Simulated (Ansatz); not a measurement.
Molecular dynamics on a 2×2×2 supercell (16 atoms) of MgSe (Fm-3m), relaxed with r2SCAN. Forces come from r2SCAN in the plane-wave code Ansatz: constant energy and volume (NVE), velocities drawn at 800 K, steps of 1.5 fs. Classical nuclei, no spin polarisation; a few dozen steps show the first response, not equilibrium.

```yaml
crystal:
  lattice:
    - [0.0, 5.4725512206, 5.4725512206]
    - [5.4725512206, 0.0, 5.4725512206]
    - [5.4725512206, 5.4725512206, 0.0]
  atoms:
    - { symbol: Mg, position: [0.0, 0.0, 0.0] }
    - { symbol: Se, position: [0.25, 0.25, 0.25] }
    - { symbol: Mg, position: [0.0, 0.0, 0.5] }
    - { symbol: Se, position: [0.25, 0.25, 0.75] }
    - { symbol: Mg, position: [0.0, 0.5, 0.0] }
    - { symbol: Se, position: [0.25, 0.75, 0.25] }
    - { symbol: Mg, position: [0.0, 0.5, 0.5] }
    - { symbol: Se, position: [0.25, 0.75, 0.75] }
    - { symbol: Mg, position: [0.5, 0.0, 0.0] }
    - { symbol: Se, position: [0.75, 0.25, 0.25] }
    - { symbol: Mg, position: [0.5, 0.0, 0.5] }
    - { symbol: Se, position: [0.75, 0.25, 0.75] }
    - { symbol: Mg, position: [0.5, 0.5, 0.0] }
    - { symbol: Se, position: [0.75, 0.75, 0.25] }
    - { symbol: Mg, position: [0.5, 0.5, 0.5] }
    - { symbol: Se, position: [0.75, 0.75, 0.75] }
kpoints:
  mp_grid: { grid: [2, 2, 2] }
hamiltonian:
  xc: r2scan
scf:
  occupations: { method: fermi_dirac, width: 0.069 }
md:
  ensemble: nve
  temperature: 800
  timestep: 1.5
  n_steps: 30
  initial_velocities: maxwell_boltzmann
  seed: 4629
```

Command: `ansatz run input.yaml --threads 4 --pin off --max-ram 3686MiB --backend cpu --events-out ev --progress --plain --runs-dir out`. It took 4.5 min on 4 threads of Arm Neoverse V1 (shared host); peak host memory 2.2 GiB.

Q: How do temperature and energy develop?

A: The temperature starts at 800 K, is lowest at step 25 (248 K, 37.5 fs) and ends at 275 K. The atoms start on their lattice sites with kinetic energy alone, so much of it first passes into potential energy. The conserved energy stays within 0.06 meV an atom. By the last step the atoms have moved 0.21 Å in the root mean square, the drift of the whole cell taken out, 0.44 Å at most.

| step | t (fs) | T (K) | free energy F from step 0 (meV/atom) | kinetic energy (meV/atom) | largest force (eV/Å) |
| --- | --- | --- | --- | --- | --- |
| 0 | 0 | 800 | 0.0 | 96.9 | 0.00 |
| 1 | 1.5 | 798 | 0.3 | 96.7 | 0.11 |
| 2 | 3 | 791 | 1.1 | 95.8 | 0.21 |
| 3 | 4.5 | 779 | 2.6 | 94.4 | 0.32 |
| 4 | 6 | 763 | 4.5 | 92.4 | 0.42 |
| 5 | 7.5 | 742 | 7.0 | 90.0 | 0.53 |
| 6 | 9 | 718 | 9.9 | 87.0 | 0.64 |
| 7 | 10.5 | 690 | 13.3 | 83.7 | 0.75 |
| 8 | 12 | 660 | 17.0 | 80.0 | 0.86 |
| 9 | 13.5 | 627 | 21.0 | 75.9 | 0.97 |
| 10 | 15 | 592 | 25.3 | 71.7 | 1.08 |
| 11 | 16.5 | 556 | 29.7 | 67.3 | 1.19 |
| 12 | 18 | 519 | 34.1 | 62.9 | 1.29 |
| 13 | 19.5 | 482 | 38.5 | 58.4 | 1.39 |
| 14 | 21 | 447 | 42.9 | 54.1 | 1.48 |
| 15 | 22.5 | 412 | 47.0 | 50.0 | 1.57 |
| 16 | 24 | 380 | 50.9 | 46.1 | 1.64 |
| 17 | 25.5 | 351 | 54.5 | 42.5 | 1.71 |
| 18 | 27 | 325 | 57.6 | 39.4 | 1.76 |
| 19 | 28.5 | 302 | 60.4 | 36.7 | 1.80 |
| 20 | 30 | 284 | 62.6 | 34.4 | 1.83 |
| 21 | 31.5 | 269 | 64.4 | 32.6 | 1.84 |
| 22 | 33 | 258 | 65.7 | 31.3 | 1.83 |
| 23 | 34.5 | 251 | 66.5 | 30.5 | 1.81 |
| 24 | 36 | 248 | 67.0 | 30.0 | 1.77 |
| 25 | 37.5 | 248 | 67.0 | 30.0 | 1.71 |
| 26 | 39 | 250 | 66.7 | 30.3 | 1.65 |
| 27 | 40.5 | 254 | 66.2 | 30.8 | 1.57 |
| 28 | 42 | 261 | 65.4 | 31.6 | 1.48 |
| 29 | 43.5 | 268 | 64.5 | 32.4 | 1.40 |
| 30 | 45 | 275 | 63.6 | 33.4 | 1.35 |

Positions (Å) and forces (eV/Å) at step 30:
```
Mg  -0.109   0.009   0.140     0.225  -0.080  -0.346
Se   2.720   2.721   2.786    -0.160   0.164  -0.205
Mg   2.918   2.672  -0.401    -0.264   0.085   0.937
Se   5.697   5.617   2.746    -1.039  -0.802   0.333
Mg   2.737   0.024   2.669     0.540  -0.159   0.065
Se   5.372   2.671   5.511     0.701   0.416  -0.222
Mg   5.161   2.778   2.727     1.280   0.049   0.018
Se   8.168   5.417   5.639    -0.029  -0.883  -0.493
Mg   0.154   2.719   2.715    -0.509   0.470  -0.063
Se   2.763   5.437   5.393    -0.272   0.366   0.205
Mg   2.624   5.529   2.798     0.222  -0.202  -0.160
Se   5.572   8.245   5.438    -0.547  -0.028   0.092
Mg   2.820   2.466   5.499    -0.323   0.645  -0.319
Se   5.501   5.555   8.257    -0.776  -0.376  -0.060
Mg   5.289   5.461   5.516     0.732  -0.070   0.026
Se   8.079   8.189   8.080     0.218   0.404   0.192
```
